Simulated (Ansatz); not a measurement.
# How far is PAW off for I?

```
I
1.0
     4.28268    0.00000    0.00000
    -2.14134    3.70891    0.00000
     0.00000    0.00000    4.88287
I
2
Direct
  0.33333 0.66667 0.25000
  0.66667 0.33333 0.75000
```

Atoms are numbered in the order listed.

The cell was built from the hcp type and relaxed in the same program, and has space group P6_3/mmc; it needn't be a known or the stable phase.

No spin–orbit coupling, which matters for the heavy atoms here.

Methods: DFT, PBE, PAW with Ansatz's default frozen-core files, scalar-relativistic (Ansatz 0.2.0); DFT, PBE, all-electron PAW with datasets made for the crystal, scalar-relativistic (Ansatz 0.2.0); DFT, PBE, all-electron LAPW, scalar-relativistic (Ansatz 0.2.0).

For PAW: a Γ-centred 15×15×8 k mesh, Fermi–Dirac smearing of 0.05 eV, cutoff 420 eV, no spin polarisation. The crystal-made all-electron datasets (AE datasets) take a cutoff of 160 eV at this cell. LAPW targets a basis error of 1 meV/atom. The Ansatz runs share mesh, smearing and spin set-up. Plane-wave (PAW) pressures include the program's estimate of the Pulay term.

Stress and pressure are positive in compression.

No spin–orbit coupling: at heavy atoms the gradients can be off by tens of per cent for that reason.

In a metal, gradients converge slowly with the k mesh: the values move by tens of per cent from one mesh to another, at times in sign, so only the comparison on one mesh counts.

Levels count from the Fermi level.

```json
{"quantity": "pressure (GPa)", "PAW": "0.01", "AE datasets": "0.01", "LAPW": "0.02"}
{"quantity": "highest filled level at K (eV)", "PAW": "-0.254", "AE datasets": "-0.256", "LAPW": "-0.256"}
{"quantity": "lowest empty level at K (eV)", "PAW": "5.920", "AE datasets": "5.920", "LAPW": "5.920"}
{"quantity": "highest filled level at Γ (eV)", "PAW": "-0.121", "AE datasets": "-0.122", "LAPW": "-0.122"}
{"quantity": "lowest empty level at Γ (eV)", "PAW": "1.054", "AE datasets": "1.058", "LAPW": "1.058"}
{"quantity": "highest filled level at L (eV)", "PAW": "-1.533", "AE datasets": "-1.534", "LAPW": "-1.534"}
{"quantity": "lowest empty level at L (eV)", "PAW": "0.081", "AE datasets": "0.083", "LAPW": "0.082"}
{"quantity": "field gradient Vzz at I1 (10²¹ V/m²)", "PAW": "41.55", "AE datasets": "42.00", "LAPW": "–"}
```

PAW's pressure differs from the LAPW value by about 0.01 GPa or less.
